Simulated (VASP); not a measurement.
The system is WS2.

```
W S
1.0
     1.57900    0.91164    6.16333
    -1.57900    0.91164    6.16333
     0.00000   -1.82327    6.16333
W S
1 2
Direct
  0.00000 0.00000 0.00000
  0.24970 0.24970 0.24970
  0.41900 0.41900 0.41900
```

Measurements of this composition are mostly on another form, of space group No. 194.

- Program: VASP 6.6.1
- Task: relaxation of cell and atoms
- Functional: PBEsol
- Dispersion: D3(BJ)
- Potentials or basis: VASP PAW PBE potentials, release 64 (W_sv, S)
- Cutoff: 350 eV
- k mesh: 12 × 12 × 12
- Occupations: gaussian, width 0.02 eV
- Spin: no spin polarisation

At the start: pressure -4.2 GPa; volume 17.74 Å³/atom.

Q: Where does the relaxation end?

A: Over 17 steps the energy falls by 19.1 meV/atom and the volume is 16.42 Å³/atom (-7.4 %); space group R3m (No. 160, to 0.05 Å).

The path:
```tsv
step	energy change (eV)	largest force (eV/Å)	pressure (GPa)	volume (Å³)
1	0.0000	0.6017	-4.18	53.23
2	0.0464	1.7441	8.71	49.74
3	-0.0230	0.4595	0.11	51.91
4	-0.0307	0.2949	-0.74	51.57
5	-0.0307	0.2774	-0.70	51.58
6	-0.0382	0.0821	-0.08	50.93
7	-0.0404	0.2577	0.49	50.38
8	-0.0461	0.2150	0.41	50.12
9	-0.0563	0.0887	0.29	49.36
10	-0.0570	0.0386	0.29	49.05
11	-0.0571	0.0465	0.29	49.10
12	-0.0572	0.0377	-0.14	49.28
13	-0.0572	0.0296	-0.07	49.25
14	-0.0573	0.0123	0.05	49.26
15	-0.0573	0.0113	0.03	49.26
16	-0.0573	0.0031	-0.01	49.27
17	-0.0573	0.0005	0.00	49.27
```

Final structure:
```
W S
1.0
     1.56022    0.90079    5.84255
    -1.56022    0.90079    5.84255
     0.00000   -1.80159    5.84255
W S
1 2
Direct
  0.00064 0.00064 0.00064
  0.24448 0.24448 0.24448
  0.42358 0.42358 0.42358
```

Caveat: the PAW data sets were made with another functional, which shifts forces and pressure a little.
